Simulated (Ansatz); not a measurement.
# The I–V curve of a Zr/MoS2/Zr junction, part 4 of 4

Wanted: I(V) for Zr/MoS2/Zr. Both electrodes are Zr hcp(0001); the barrier is MoS2 2H layers (two layers in the relaxed core). In the first transport cell, after relaxation, the nearest pair of electrode and barrier is Zr–S at 2.62 Å, along the normal, at the lower face and Zr–S at 2.61 Å, along the normal, at the upper one. All share a net of side 3.17 Å, which strains the lower electrode by -1.9 % and the barrier by +0.0 %, against typed lattice constants near PBE's. The first steps treat the bulk electrodes alone.

Ansatz 0.2.0; PBE+D3(BJ) DFT, plane waves, PAW files (the session's first sound run).

So far. Step 3 (Relaxation): The largest force component on a free atom ends at 0.022 eV/Å. At one or more of this run's solves the program warned of density in the dipole ramp over its bound, where dipole, forces and levels can be off.

### 4. Current against voltage (continued)

Level of this step: PBE DFT, plane waves, PAW files; current against voltage, self-consistent between two reservoirs (Ansatz).

ELF in the ca plane at fractional y = 0.000, with atoms of Zr and S and Mo within 0.2 Å of it. It is the smooth field of the valence electrons, not physical close to the nuclei.

Ten even steps from '0' (0.03) to '9' (0.94), each cell a mean:
```
73389710012267675211001344564248568425655652
88898400244335652343211112233225775123222232
56663003677632213677531012211221221221122112
12100016888753235788741135411343223431244213
24321015788742224787641124311332112331133113
78886202466423422565421111212213552122111122
86699600123247763222101223344237887324433442
60189810011276476210001356675257238525766752
```
Columns run along c (16.0 Å, from fractional 0.47 to 0.67 of the cell), rows up along a (3.2 Å). Atoms in or near the plane, at fractional coordinates: S at (0.48, 0.00), Mo at (0.54, 0.00), Zr at (0.62, 0.00).

All 7 points reached self-consistency. On every other mesh point the currents change by up to 36 %. The leads' potential repeats within 79 meV, on the large side, so longer leads could move the currents.

### 5. T(E) of the junction

This step: PBE DFT, plane waves, PAW files; ballistic transmission by layer matching between semi-infinite leads (Ansatz 0.2.0).

The relaxed core is set between ideal electrode layers (this cell holds 6 atomic planes between the electrodes; where that differs from the relaxed slab, whole periods were copied in or cut out without a new relaxation), which the solver continues as semi-infinite leads. A wide energy window on a coarse mesh (12×12) shows where the Fermi level lies against the barrier's bands; the projected density of states shows how far the metals' states reach in.

Input file input.yaml:

```yaml
crystal:
  lattice:
    - [3.17, 0.0, 0.0]
    - [-1.585, 2.74530053, 0.0]
    - [0.0, 0.0, 79.7635894681]
  atoms:
    - { symbol: Zr, position: [0.0, 0.0, 0.0877593404] }
    - { symbol: Zr, position: [0.33333333, 0.66666667, 0.1199529005] }
    - { symbol: Zr, position: [0.0, 0.0, 0.1521464607] }
    - { symbol: Zr, position: [0.33333333, 0.66666667, 0.1843400208] }
    - { symbol: Zr, position: [0.0, 0.0, 0.2165335809] }
    - { symbol: Zr, position: [0.33333333, 0.66666667, 0.2487271411] }
    - { symbol: Zr, position: [0.0, 0.0, 0.2809207012] }
    - { symbol: Zr, position: [0.33333333, 0.66666667, 0.3131142613] }
    - { symbol: Zr, position: [0.0, 0.0, 0.3453078215] }
    - { symbol: Zr, position: [0.33333333, 0.66666667, 0.3775013816] }
    - { symbol: Zr, position: [0.0, 0.0, 0.4096708742] }
    - { symbol: S, position: [0.0, 0.0, 0.4425144413] }
    - { symbol: Mo, position: [0.66666667, 0.33333333, 0.4625649545] }
    - { symbol: S, position: [0.0, 0.0, 0.4820274001] }
    - { symbol: S, position: [0.66666667, 0.33333333, 0.5184029764] }
    - { symbol: Mo, position: [0.0, 0.0, 0.5378905086] }
    - { symbol: S, position: [0.66666667, 0.33333333, 0.5578747733] }
    - { symbol: Zr, position: [0.66666667, 0.33333333, 0.5905886826] }
    - { symbol: Zr, position: [0.0, 0.0, 0.6224986184] }
    - { symbol: Zr, position: [0.66666667, 0.33333333, 0.6546921785] }
    - { symbol: Zr, position: [0.0, 0.0, 0.6868857387] }
    - { symbol: Zr, position: [0.66666667, 0.33333333, 0.7190792988] }
    - { symbol: Zr, position: [0.0, 0.0, 0.7512728589] }
    - { symbol: Zr, position: [0.66666667, 0.33333333, 0.7834664191] }
    - { symbol: Zr, position: [0.0, 0.0, 0.8156599792] }
    - { symbol: Zr, position: [0.66666667, 0.33333333, 0.8478535393] }
    - { symbol: Zr, position: [0.0, 0.0, 0.8800470995] }
    - { symbol: Zr, position: [0.66666667, 0.33333333, 0.9122406596] }
kpoints:
  mp_grid: { grid: [12, 12, 1] }
scf:
  occupations: { method: fermi_dirac, width: 0.1 }
  max_iter: 150
hamiltonian:
  xc: pbe
output:
  transmission:
    kmesh: [12, 12]
    e_range: [-2, 3]
    de: 0.1
    leads: [[4, 6], [22, 24]]
  dos: { projected: true, e_range: [-6, 5], de: 0.05 }
  write_potential: true
  write_density: true
  volumetric_format: npy
```

Command:

```console
> ansatz run input.yaml --threads 8 --pin off --max-ram 20480MiB --backend cpu --events-out ev --progress --plain --runs-dir out
```

Numbers of over 12 decimals in the logs are rounded to 6 here.

What it wrote:

```text
[...]
Crystal: 28 atoms, lattice volume = 694.151 Å³
Basis set: ecut = 420 eV, 13527 PW (Γ)
Bands: 190, of which v1, the nominal top of the filled ones, is band 158 counted from 1 (157 counted from 0)
Symmetry: 6 space group operations
[...]
k-points: 19 of 144 (time reversal used)
[...]
SCF iter   1: F=—  HF=-105568.566523 eV  |F-HF|=—  |Δ(HF+E_count)|=         —  Δρ=1.21e-2  dr2=2.45e2  ethr=1.77e-3  ⟨swp⟩=8.5  Hψ=13837  notcnv=0
[...]
SCF iter  11: F=-105567.699462 eV  HF=-105567.699462 eV  |F-HF|=1.78e-8  |Δ(HF+E_count)|=   1.60e-9  Δρ=7.67e-7  dr2=2.16e-8  ethr=3.16e-11  ⟨swp⟩=9.5  Hψ=9300  notcnv=0
[...]
SCF 1 converged in 11 iterations: F = -105567.699462 eV  dr2 = 2.16e-8
[...]
transmission: 137 of 1368 steps passed
transmission: 274 of 1368 steps passed
[...]
transmission: 1368 of 1368 steps passed
[...]
SCF converged after 11 iterations
Free energy (F): -105567.699462 eV
[...]
Internal energy: -105566.767122 eV  (E = F + TS)
E sigma→0 (E₀):  -105567.233292 eV
Entropy (-TS):   -0.932340 eV (-33.298 meV/atom)
Fermi energy:    11.635336 eV
[...]
--- Band table (eV; the first three rows and the last of 19) ---
  k-point 0: bands = [... 154 lower, 12.4191, 12.4191, 12.4211, 12.4211, 12.4257, 12.4257, 12.4768, 12.4768, ... 28 higher]
  k-point 1: bands = [... 154 lower, 12.1592, 12.1634, 12.2216, 12.2351, 12.2375, 12.2566, 12.3200, 12.3304, ... 28 higher]
  k-point 2: bands = [... 154 lower, 11.6249, 11.6548, 11.7315, 11.7632, 11.8003, 11.8218, 11.9566, 11.9630, ... 28 higher]
  k-point 18: bands = [... 154 lower, 11.0036, 11.0571, 11.5372, 11.6805, 11.6820, 11.6851, 11.6961, 11.6965, ... 28 higher]
--- Transmission ---
  basis      : 85 plane waves across, 72 finite elements along
  points     : 19, standing for a mesh of 12 x 12
  energies   : 51 from -2.000000 to 3.000000 eV about the Fermi level, 0.100000 eV apart; the leads are filled to 0.000000 eV, and channels, transmission and decay are at 0.000000 eV
  crystal 0  : Zr2, at the sites [4, 6], period 5.1357 Å, over 28.25 Å; its Hamiltonian steps by up to 28.1 meV: too much for a lead, lay more layers or, if its atoms are ordered, name the step of that order
    offset         : up to 0.0000 Å between an atom of the period and one for which it stands
    channels       : 7.222222e-1 a spin
    conductance    : none, the energies end too early or step too widely for 300 K: set another output.transmission.e_range or a lower de, or, where they end at an eighth of basis.ecutwfc, a higher one
    slowest decay  : 0.0225 /Å at (0.1667, 0.1667)
[...]
channels       : 8.055556e-1 a spin
[...]
slowest decay  : 0.0214 /Å at (0.1667, 0.1667)
  junction   : crystal 0 to crystal 1, 24.39 to 56.77 Å
    transmission   : 1.688297e-2 a spin
[...]
```

Wall time 2.6 min (8 threads of Arm Neoverse V1, shared host); peak memory 6.1 GiB.

Numbers from this step:

* level to which the leads are filled: 0 eV from the Fermi level
* transmission at the Fermi level (a spin, zone mean): 0.01688
* channels of the lower lead: 0.7222
* channels of the upper lead: 0.8056
* potential step in the lower lead: 28.1 meV
* potential step in the upper lead: 19.1 meV

One spin. The transmission, zone mean by energy, zero at the Fermi level:

energy (eV), transmission, zone mean and a bar:
```
    -2.00      0.052 ###
    -1.90      0.077 #####
    -1.70      0.023 #
    -1.60      0.049 ###
    -1.50      0.010 #
    -1.30      0.001 
    -1.20      0.000 
    -1.10      0.000 
    -0.90      0.008 
    -0.80      0.020 #
    -0.60      0.009 #
    -0.50      0.012 #
    -0.40      0.023 #
    -0.20      0.000 
    -0.10      0.002 
     0.00      0.017 #
     0.20      0.043 ###
     0.30      0.052 ###
     0.40      0.064 ####
     0.60      0.096 ######
     0.70      0.174 ###########
     0.80      0.159 ##########
     1.00      0.133 ########
     1.10      0.138 #########
     1.20      0.159 ##########
     1.40      0.233 ###############
     1.50      0.217 ##############
     1.60      0.133 ########
     1.70      0.323 ####################
     1.80      0.220 ##############
     1.90      0.316 ####################
     2.10      0.479 ##############################
     2.20      0.449 ############################
     2.30      0.446 ############################
     2.50      0.378 ########################
     2.60      0.275 #################
     2.70      0.302 ###################
     2.80      0.356 ######################
     2.90      0.294 ##################
     3.00      0.238 ###############
```

One spin. The open channels, zone mean by energy, zero at the Fermi level:

```
energy (eV)  lower lead  upper lead
      -2.00       0.826       0.826
      -1.90       0.910       0.910
      -1.70       0.493       0.493
      -1.60       0.701       0.701
      -1.50       0.910       0.910
      -1.30        1.02        1.02
      -1.20        1.03        1.03
      -1.10        1.16        1.16
      -0.90        1.52        1.52
      -0.80        1.44        1.44
      -0.60        1.35        1.35
      -0.50        1.10        1.10
      -0.40       0.646       0.646
      -0.20       0.354       0.354
      -0.10       0.646       0.646
       0.00       0.722       0.806
       0.20        1.29        1.29
       0.30        1.47        1.47
       0.40        1.10        1.10
       0.60        1.64        1.64
       0.70        1.33        1.33
       0.80        1.42        1.42
       1.00        1.06        1.06
       1.10        1.27        1.27
       1.20        1.02        1.06
       1.40        1.35        1.35
       1.50        1.45        1.45
       1.60        1.37        1.37
       1.80        1.22        1.22
       1.90        1.12        1.12
       2.10        1.03        1.03
       2.20        1.12        1.12
       2.30        1.08        1.08
       2.50        1.17        1.17
       2.60        1.17        1.17
       2.70        1.09        1.09
       2.90        1.01        1.01
       3.00        1.09        1.09
```

Transmission over k1 and k2. At 0.0000 eV from the Fermi level; zeros and values more than six decades under the largest are shown at that floor.

log10 of the mean of each cell; the least values stand at a floor. Values, 12 rows by 12 columns:
```
-6.9 -6.9 -6.9 -6.9 -6.9 -6.9 -6.9 -6.9 -3.0 -0.9 -0.9 -3.0
-3.3 -6.9 -6.9 -6.9 -6.9 -6.9 -6.9 -6.9 -3.3 -0.9 -6.9 -0.9
-2.5 -6.9 -6.9 -6.9 -6.9 -6.9 -6.9 -6.9 -6.9 -2.5 -0.9 -0.9
-3.3 -6.9 -6.9 -6.9 -0.9 -2.4 -0.9 -6.9 -6.9 -6.9 -3.3 -3.0
-6.9 -6.9 -6.9 -6.9 -2.4 -4.0 -4.0 -2.4 -6.9 -6.9 -6.9 -6.9
-6.9 -6.9 -6.9 -6.9 -0.9 -4.0 -4.5 -4.0 -0.9 -6.9 -6.9 -6.9
-6.9 -6.9 -6.9 -6.9 -6.9 -2.4 -4.0 -4.0 -2.4 -6.9 -6.9 -6.9
-3.3 -3.0 -3.3 -6.9 -6.9 -6.9 -0.9 -2.4 -0.9 -6.9 -6.9 -6.9
-2.5 -0.9 -0.9 -2.5 -6.9 -6.9 -6.9 -6.9 -6.9 -6.9 -6.9 -6.9
-3.3 -0.9 -6.9 -0.9 -3.3 -6.9 -6.9 -6.9 -6.9 -6.9 -6.9 -6.9
-6.9 -3.0 -0.9 -0.9 -3.0 -6.9 -6.9 -6.9 -6.9 -6.9 -6.9 -6.9
-6.9 -6.9 -3.3 -2.5 -3.3 -6.9 -6.9 -6.9 -3.3 -2.5 -3.3 -6.9
```
Columns: k1 (b1) from -0.5 to 0.417; rows upwards: k2 (b2) from -0.5 to 0.417.

Open channels of the lower lead over k1 and k2. At 0.0000 eV from the Fermi level.

Values, 12 rows by 12 columns:
```
0.00 0.00 0.00 0.00 0.00 0.00 0.00 0.00 2.00 2.00 2.00 2.00
2.00 0.00 0.00 0.00 0.00 0.00 0.00 0.00 2.00 2.00 0.00 2.00
2.00 0.00 0.00 0.00 0.00 0.00 0.00 0.00 0.00 2.00 2.00 2.00
2.00 0.00 0.00 0.00 2.00 1.00 2.00 0.00 0.00 0.00 2.00 2.00
0.00 0.00 0.00 0.00 1.00 2.00 2.00 1.00 0.00 0.00 0.00 0.00
0.00 0.00 0.00 0.00 2.00 2.00 2.00 2.00 2.00 0.00 0.00 0.00
0.00 0.00 0.00 0.00 0.00 1.00 2.00 2.00 1.00 0.00 0.00 0.00
2.00 2.00 2.00 0.00 0.00 0.00 2.00 1.00 2.00 0.00 0.00 0.00
2.00 2.00 2.00 2.00 0.00 0.00 0.00 0.00 0.00 0.00 0.00 0.00
2.00 2.00 0.00 2.00 2.00 0.00 0.00 0.00 0.00 0.00 0.00 0.00
0.00 2.00 2.00 2.00 2.00 0.00 0.00 0.00 0.00 0.00 0.00 0.00
0.00 0.00 2.00 2.00 2.00 0.00 0.00 0.00 2.00 2.00 2.00 0.00
```
Columns: k1 (b1) from -0.5 to 0.417; rows upwards: k2 (b2) from -0.5 to 0.417.

Projected DOS an atom over height of the atomic layer and energy from the Fermi level. Layers: Zr Zr Zr Zr Zr Zr Zr Zr Zr Zr Zr S Mo S S Mo S Zr Zr Zr Zr Zr Zr Zr Zr Zr Zr Zr; projections on atoms miss part of the total, and the computed bands can run out at the top of the range; a column is the mean of 2 neighbouring layers, the last of those left over.

Ten even steps from '_' (0.00 states/eV) to '@' (1.88 states/eV), each cell a mean:
```
@@@@@@@@##==....++%%@@@@@@@@
##==--======....--========##
**----------....----------**
####%%%%%%--____--##%%%%####
%%%%##%%%%--____--%%%%##%%%%
********++::____--++********
==++++++==::....::++++++++==
++++==++++--++==--++++==++++
##########==****==%%########
**********--::----**********
==++++++++--::::--**++++++==
--++++++==::====::==++++++--
..::::::..--****::..::::::..
..........::++++::..........
________..--++++--..________
__________..----..__________
__________::**++::__________
__________..--==::__________
__________..----::__________
__________::::::..__________
__________==++====__________
__________::::--::__________
```
Columns: height of the atomic layer (Å) from 8.28 to 71.5 (not evenly spaced); rows upwards: energy from the Fermi level (eV) from -6 to 0.4.

At the Fermi level the transmission is 0.017, as a zone mean for one spin on this coarse mesh. At the Fermi level the layers of this cell's barrier hold from 0.062 to 0.50 states an eV and atom: none is empty there, through tails of the electrodes' states or through bands of its own. In the worse lead the potential repeats within 28 meV, which the program flags as too much for a lead, so G carries that doubt.

### 6. A repeat with changed settings

This step: PBE DFT, plane waves, PAW files; current against voltage, self-consistent between two reservoirs; changed: output.current_voltage.de = 0.1 (Ansatz 0.2.0).

The setting was drawn as a possible misstep, on purpose. Where the input is shown as a difference, that is against the step before, not the twin.

Edit input.yaml of step 5 so:

```diff
@@ -42,8 +42,8 @@
 output:
-  transmission:
-    kmesh: [12, 12]
-    e_range: [-2, 3]
+  current_voltage:
+    bias: [0.4, 0.8, 1.6, -0.4, -0.8, -1.6]
+    kmesh: [24, 24]
+    leads: [[4, 6], [22, 24]]
+    electrode_ends: [10, 17]
     de: 0.1
-    leads: [[4, 6], [22, 24]]
-  dos: { projected: true, e_range: [-6, 5], de: 0.05 }
   write_potential: true
```

What it wrote:

```text
Error: inconsistent input (output.current_voltage.de, output.current_voltage.temperature): de is over the widest step at this temperature, 0.0387 eV: lower de, or raise temperature
```

Run time: 0.05 s. Hardware: 8 threads; peak memory 0.087 GiB.

The input was rejected at the start.

The program's message: “Error: inconsistent input (output.current_voltage.de, output.current_voltage.temperature): de is over the widest step at this temperature, 0.0387 eV: lower de, or raise temperature”

The change that led to it: output.current_voltage.de = 0.1.

### 7. Results

```yaml
conductance_at_zero_bias: 1.4e13 S/m²
current_density_at_minus_1p6_v: -1.0e13 A/m²
current_density_at_minus_0p8_v: -7.4e12 A/m²
current_density_at_minus_0p4_v: -1.1e12 A/m²
current_density_at_plus_0p4_v: 1.9e12 A/m²
current_density_at_plus_0p8_v: 7.4e12 A/m²
current_density_at_plus_1p6_v: 1.1e13 A/m²
```

At 1.6 V the junction carries 1.1e13 A/m². Against the linear law (zero-bias conductance times bias) the currents are 0.47 (-1.6 V), 0.68 (-0.8 V), 0.20 (-0.4 V), 0.35 (+0.4 V), 0.68 (+0.8 V) and 0.52 (+1.6 V) times as large. At the Fermi level the layers of the barrier in the wide-window run (6 planes) hold from 0.062 to 0.50 states an eV and atom: none is empty there, through tails of the electrodes' states or through bands of its own. The forward current is 1.7 times the reverse one at ±0.4 V, 1.00 times the reverse one at ±0.8 V and 1.1 times the reverse one at ±1.6 V. On every other mesh point the current differs by up to 36 %, and the leads' misfit reaches 79 meV; ratios near 1 within such errors aren't resolved. Between 98 and 98 % of the bias drops across the junction. No spin-orbit coupling, phonons, disorder or image charges enter; the interfaces are ordered, one cell wide and lattice-matched by strain. Semilocal gaps are too small, which can bring a band edge of the barrier nearer to the Fermi level than it is.

[Logs are printed without paths, hosts, clocks, repeated set-up lines and the standing remarks that a program may print on its own settings, such as how far it seeks lower states.]

[Hosts, paths, dates, database ids (printed as entryN), source tags and the programs' standing remarks are cut or masked in the printed files.]
